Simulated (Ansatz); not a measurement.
## C under changes of volume

One of the cells (5.672 Å³/atom); the others are scaled copies at fixed shape and fractional positions:

```xyz
8
Lattice="2.5221 0.0000 0.0000 -1.2611 2.1842 0.0000 0.0000 0.0000 8.2371" Properties=species:S:1:pos:R:3 pbc="T T T"
C     1.2611    0.7281    6.9501
C     0.0000    1.4561    2.8315
C     1.2611    0.7281    5.4056
C     0.0000    1.4561    1.2870
C     0.0000    0.0000    7.4649
C     0.0000    0.0000    3.3463
C     0.0000    0.0000    4.8908
C     0.0000    0.0000    0.7722
```

This is a hexagonal form of diamond, not graphite.

```yaml
Program: Ansatz 0.2.0
Functional: PBE
Potentials_or_basis: PseudoDojo standard (PBE files)
Cutoff: 1116 eV
Density_cutoff: 4463 eV
k_mesh: 12 × 12 × 4
Occupations: fermi-dirac, width 0.05 eV
Spin: no spin polarisation
```

```tsv
volume (Å³/atom)	energy over the lowest point (meV/atom)	pressure (GPa)	gap on the mesh (eV)	largest force (eV/Å)
5.332	36.63	33.3	4.63	0.371
5.445	?	?	?	?
5.559	5.09	11.9	4.52	0.342
5.672	0.00	2.6	4.47	0.329
5.785	1.18	-5.8	4.42	0.317
5.899	8.07	-13.5	4.38	0.305
6.012	20.17	-20.5	4.33	0.294
```

Problem. What does the run at 5.445 Å³/atom give?

Solution. Energy over the lowest point 17.08 meV/atom; pressure 22.1 GPa; gap on the mesh 4.58 eV; largest force 0.356 eV/Å.

Worked out: A Birch-Murnaghan fit of order 3 (a polynomial in V^(-2/3)) to the other rows has its minimum at 5.71 Å³/atom with B0 = V·E''(V) = 434 GPa and B' = 3.6 at fixed shape and positions, which overstates the stiffness. It gives 17.15 meV/atom at 5.445 Å³/atom, against the run's 17.08, and -dE/dV = 22.1 GPa, against 22.1. A straight line through the other rows of the gap, of slope -2.48 eV per unit of ln V, gives 4.57 eV, against the run's 4.58.

Energies are extrapolated to zero smearing.

A mesh can miss the band edges.
